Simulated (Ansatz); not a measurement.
Crystal: TiO2.

```
Ti O
1.0
     1.49733    0.86448    6.98154
    -1.49733    0.86448    6.98154
     0.00000   -1.72897    6.98154
Ti O
1 2
Direct
  0.00000 0.00000 0.00000
  0.37953 0.37953 0.37953
  0.62047 0.62047 0.62047
```

Measurements of this composition are mostly on another form, of space group No. 141.

Base run:

* Program: Ansatz 0.2.0
* Functional: HSE06
* Potentials or basis: Ansatz PAW
* Cutoff: 420 eV (not typed: the program's choice for these potentials)
* k mesh: 8 × 8 × 8
* Occupations: fermi-dirac, width 0.05 eV
* Spin: no spin polarisation

Its results: band gap on the k mesh 4.28 eV, indirect (least direct gap 4.47 eV); pressure -5.1 GPa; largest force 0.720 eV/Å.

**Question.** The run is repeated on the same cell with these changes: functional from HSE06 to PBE0. What comes out?

**Answer.** Band gap on the k mesh 5.03 eV, indirect (least direct gap 5.22 eV); pressure -5.1 GPa; largest force 0.725 eV/Å.

Caveats: the PAW data sets come from PBE, with cores solved anew for the run's functional, which leaves a small shift of forces and pressure; the thresholds are loose for stress.
